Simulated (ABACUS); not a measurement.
The system is Tc.

```xyz
2
Lattice="2.7400 0.0000 0.0000 -1.3700 2.3729 0.0000 0.0000 0.0000 4.3980" Properties=species:S:1:pos:R:3 pbc="T T T"
Tc    1.3700    0.7910    3.2985
Tc    0.0000    1.5819    1.0995
```

Base run:

```yaml
Program: ABACUS 3.10.1
Functional: PBE
Potentials_or_basis: PseudoDojo NC SR 0.4.1 PBE standard
Cutoff: 1143 eV
Density_cutoff: 4572 eV
Basis: plane waves
k_mesh: 11 × 11 × 6
Occupations: fermi-dirac, width 0.05 eV
Spin: no spin polarisation
```

Its results: band gap on the k mesh none (metal or under the smearing width); pressure 3.3 GPa.

Task: The run is repeated on the same cell with these changes: cutoff from 1143 eV to 1361 eV; density cutoff from 4572 eV to 5442 eV; basis from plane waves to DZP LCAO (the cutoffs set its grid). What comes out?

Result: Band gap on the k mesh none (metal or under the smearing width); pressure 5.3 GPa.

Caveats: the atomic orbitals were generated for these runs and aren't a published set (some runs); the basis of atomic orbitals isn't converged, which shifts pressures, moduli and gaps (some runs).
